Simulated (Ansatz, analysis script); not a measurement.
Computed results, one entry a study.

## 1 ML V on W(001), 1 substrate layer: magnetic anisotropy by several levels

The cell holds 2 atoms: 1 W and 1 V. Its edges and angles: a = 3.165 Å, b = 3.165 Å, c = 15.529 Å, α = 90.0°, β = 90.0°, γ = 90.0°. Pseudomorphic film on the measured substrate lattice, hard-sphere layer spacings, 14 Å of vacuum. Vacuum lies along c.

```xyz
2
Lattice="3.1647 0.0000 0.0000 0.0000 3.1647 0.0000 0.0000 0.0000 15.5292" Properties=species:S:1:pos:R:3
W     0.0000    0.0000    7.0000
V     1.5823    1.5823    8.5292
```

```yaml
method: PBE, PAW set soft_1; spinors with self-consistent spin–orbit coupling, one run a direction (and 3 further levels or steps)
program: Ansatz 0.2.0 and analysis script 1
settings_of_one_run: cutoff 420 eV, 30×30×1 k-mesh, cold occupations, smearing width 0.1 eV, starting moments -0.82 1.52 μB
notes: The size of the anisotropy is not settled between the levels. On V no. 2 the orbital moment’s part along the typed axis, for moments normal, is opposed to the spin, 4.5 % of it; semilocal functionals tend to give orbital moments of 3d atoms too small. All of this holds for the ferrimagnetic order, the only one run; whether the real compound orders so is not tested. The cell was taken as built, with atoms unrelaxed. In doubt: the program’s search for lower states was switched off, so a lower magnetic state than those reached may exist.
easy_direction_among_those_tried_spin_orbit_part: normal
hardest_less_easiest_direction_mesh_30x30x1: 3.13 meV a cell of 2 atoms
orbital_moment_of_v_no_2_along_its_axis_moments_normal: -0.0829 μB
```

The easy direction among those tried is normal, by 3.13 meV a cell against the hardest one tried, on the mesh 30x30x1. All levels agree on the spin–orbit part's easy direction.

[Logs and program files are shortened in this print: banners, set-up blocks, solver, clock and traceback lines can be left out without a mark of their own.]

[Logs are printed without paths, hosts, clocks, repeated set-up lines and the standing remarks that a program may print on its own settings, such as how far it seeks lower states.]

[Hosts, paths, dates, database ids (printed as entryN), source tags and the programs' standing remarks are cut or masked in the printed files.]
